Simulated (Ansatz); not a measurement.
# Sr: the cost of one run

Method: DFT PBE, scalar-relativistic, plane waves, PAW, in Ansatz 0.2.0.

2 further runs of the same task are left out: 2 that didn't finish.

**1. The structure to begin with**

The structure is hexagonal, space group P6_3/mmc (No. 194). The conventional cell has a = 4.263 Å, b = 4.263 Å, c = 13.977 Å, α = 90.00°, β = 90.00°, γ = 120.00°. Around Sr (site symmetry -3m) lie 12 Sr at 4.26 to 4.27 Å. Around Sr (site symmetry -6m2) lie 12 Sr at 4.26 to 4.27 Å.

As a file:

```
CELL_PARAMETERS angstrom
4.26272 0.00000 0.00000
-2.13136 3.69162 0.00000
0.00000 0.00000 13.97665
ATOMIC_POSITIONS crystal
Sr 0.00000 0.00000 0.00000
Sr 0.33333 0.66667 0.25000
Sr 0.00000 0.00000 0.50000
Sr 0.66667 0.33333 0.75000
```

It goes back to an entry of the Materials Project, which need not be the stable form.

This cell was relaxed beforehand with the same method: volume 54.99 Å³/atom, gap on the mesh none (metal).

**2. Point at V/V0 = 0.97**

The input, input.yaml:

```yaml
crystal:
  lattice:
    - [4.2196604682, 0.0, 0.0]
    - [-2.1098302341, 3.6543331608, 0.0]
    - [0.0, 0.0, 13.8354621126]
  atoms:
    - { symbol: Sr, position: [0.0, 0.0, 0.0] }
    - { symbol: Sr, position: [0.3333333333, 0.6666666667, 0.25] }
    - { symbol: Sr, position: [0.0, 0.0, 0.5] }
    - { symbol: Sr, position: [0.6666666667, 0.3333333333, 0.75] }
basis:
  ecutwfc: 420
kpoints:
  mp_grid: { grid: [12, 12, 4] }
hamiltonian:
  xc: pbe
scf:
  occupations: { method: gaussian, width: 0.1 }
output:
  forces: true
  stress: true
  eigenvalues: true
relax:
  adjacent_minimum: "off"
  f_tol: 0.01
  max_steps: 30
  cell: { stress_tol: 0.1, fix: [volume] }
```

Command:

```bash
> ansatz run input.yaml --threads 1 --pin off --max-ram 2560MiB --backend cpu --events-out ev --progress --plain --runs-dir out
```

Q: Estimate wall time and peak memory on 1 thread of Arm Neoverse V2, shared host.

About 22 s, with a peak of 0.52 GiB.
